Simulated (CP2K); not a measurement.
# SrCl2 under changes of volume

One of the cells (28.299 Å³/atom); the others are scaled copies at fixed shape and fractional positions:

```
CELL_PARAMETERS angstrom
4.93327 0.00000 0.00000
2.46664 4.27234 0.00000
2.46664 1.42411 4.02800
ATOMIC_POSITIONS crystal
Sr 0.00000 0.00000 0.00000
Cl 0.75000 0.75000 0.75000
Cl 0.25000 0.25000 0.25000
```

| Property | Result |
| --- | --- |
| Program | CP2K 2026.2 |
| Functional | PBEsol |
| Potentials or basis | POTENTIAL_UZH Sr GTH-PBE-q10, Cl GTH-PBE-q7; TZVP-MOLOPT-PBE-GTH basis |
| Density cutoff | 8163 eV |
| k mesh | 7 × 7 × 7 |
| Occupations | fermi-dirac, width 0.05 eV |
| Spin | no spin polarisation |

| volume (Å³/atom) | energy over the lowest point (meV/atom) | pressure (GPa) | gap on the mesh (eV) |
| --- | --- | --- | --- |
| 26.601 | 9.46 | 2.2 | 5.33 |
| 27.167 | 3.26 | 1.3 | 5.25 |
| 27.733 | 0.21 | 0.4 | 5.17 |
| 28.299 | 0.00 | -0.3 | 5.10 |
| 28.865 | 2.33 | -1.0 | 5.02 |
| 29.431 | 6.91 | -1.6 | 4.95 |
| 29.997 | ? | ? | ? |

What does the run at 29.997 Å³/atom give?

Energy over the lowest point 13.52 meV/atom; pressure -2.1 GPa; gap on the mesh 4.88 eV.

Worked out: A Birch-Murnaghan fit of order 3 (a polynomial in V^(-2/3)) to the other rows has its minimum at 28.06 Å³/atom with B0 = V·E''(V) = 37 GPa and B' = 4.5. It gives 13.53 meV/atom at 29.997 Å³/atom, against the run's 13.52, and -dE/dV = -2.1 GPa, against -2.1. A straight line through the other rows of the gap, of slope -3.76 eV per unit of ln V, extrapolates to 4.88 eV, against the run's 4.88.

Energies are extrapolated to zero smearing.

Caveats: the potentials were made for another functional, which shifts forces and pressure; an odd mesh through Γ misses points on the zone boundary, where band edges often lie; the basis of atomic orbitals isn't converged, which shifts pressures, moduli and gaps. Spin-orbit coupling on Sr is left out.
